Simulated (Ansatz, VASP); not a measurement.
**Two plane-wave programs on MgO**

```xyz
4
Lattice="3.3078 0.0000 0.0000 -1.6539 2.8646 0.0000 0.0000 0.0000 4.9829" Properties=species:S:1:pos:R:3 pbc="T T T"
Mg    0.0000    1.9098    0.0108
Mg    1.6539    0.9549    2.5022
O     0.0000    1.9098    2.0053
O     1.6539    0.9549    4.4968
```

Measurements of this composition are mostly on another form, of space group No. 225.

Alike in both runs: task single point; functional PBE; k mesh 6 × 6 × 4; occupations gaussian, width 0.1 eV; no spin polarisation.

|  | VASP | Ansatz |
| --- | --- | --- |
| version | VASP 6.6.1 | Ansatz 0.2.0 |
| potentials or method | VASP PAW PBE potentials, release 64 (Mg, O) | scalar-relativistic, plane waves, PAW |
| plane-wave cutoff (eV) | 520 | 420 |
| valence electrons in the cell | 16 | 32 |

|  | VASP | Ansatz | Ansatz less VASP |
| --- | --- | --- | --- |
| gap on the k mesh at the Fermi level (eV) | 3.46 | 3.48 | +0.018 |
| least direct gap on the mesh (eV) | 3.46 | 3.48 | +0.018 |
| pressure (GPa) | 2.9 | 3.3 | +0.41 |
| largest component of the traceless stress (GPa) | 0.15 | 0.12 | -0.031 |
| rms of the force components (eV/Å) | 0.005 | 0.004 | -0.0001 |

Atom by atom the forces differ by 0.000 eV/Å (rms over components). The functional is the same, so the differences come from potentials, cutoffs and numerics. The two sets of potentials don't hold the same shells in valence.
